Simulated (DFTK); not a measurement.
# PbO2 under changes of volume

One of the cells (13.151 Å³/atom); the others are scaled copies at fixed shape and fractional positions:

```
Pb O
1.0
     0.00000    2.70199    2.70199
     2.70199    0.00000    2.70199
     2.70199    2.70199    0.00000
Pb O
1 2
Direct
  0.00000 0.00000 0.00000
  0.75000 0.75000 0.75000
  0.25000 0.25000 0.25000
```

The cell comes from a database or a generator and needn't be the stable form of this composition.

```yaml
Program: DFTK 0.8.2
Functional: PBE
Potentials_or_basis: dojo.nc.sr.pbe.v0_4_1.standard.upf (PBE)
Cutoff: 1143 eV
k_mesh: 9 × 9 × 9
Occupations: fermi-dirac, width 0.05 eV
Spin: no spin polarisation
```

| volume (Å³/atom) | energy over the lowest point (meV/atom) | pressure (GPa) |
| --- | --- | --- |
| 12.362 | 29.11 | 11.1 |
| 12.625 | 13.86 | 7.4 |
| 12.888 | ? | ? |
| 13.151 | 0.00 | 1.2 |
| 13.414 | 0.20 | -1.4 |
| 13.677 | 4.45 | -3.7 |
| 13.940 | 12.28 | -5.8 |

Task: What does the run at 12.888 Å³/atom give?

Result: Energy over the lowest point 4.36 meV/atom; pressure 4.1 GPa.

Worked out: A Birch-Murnaghan fit of order 3 (a polynomial in V^(-2/3)) to the other rows has its minimum at 13.27 Å³/atom with B0 = V·E''(V) = 133 GPa and B' = 4.9. It gives 4.37 meV/atom at 12.888 Å³/atom, against the run's 4.36, and -dE/dV = 4.2 GPa, against 4.1.

Energies are extrapolated to zero smearing.
